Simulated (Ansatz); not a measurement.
System: Tl (fcc type), 1 atom in the cell.

```xyz
1
Lattice="0.0000 2.4933 2.4933 2.4933 0.0000 2.4933 2.4933 2.4933 0.0000" Properties=species:S:1:pos:R:3 pbc="T T T"
Tl    0.0000    0.0000    0.0000
```

Code and potentials: Ansatz PAW hard set, 700 eV. Settings of the plain PBE run: k-mesh 4×4×4 Γ-centred; Fermi–Dirac smearing of 0.15 eV; no spin polarisation; no spin–orbit coupling.

Plain PBE gives:

| Quantity | Value |
| --- | --- |
| Pressure | 0.78 GPa |

Problem. What changes under PBE with spin–orbit coupling?

Solution. The pressure falls by 0.45 GPa to 0.33 GPa.

The k-mesh is coarse, so these values belong to this mesh and can lie far from the converged ones. This cubic structure is a model: it isn't the usual form of the substance at ambient conditions, and such phases are metastable or hypothetical.
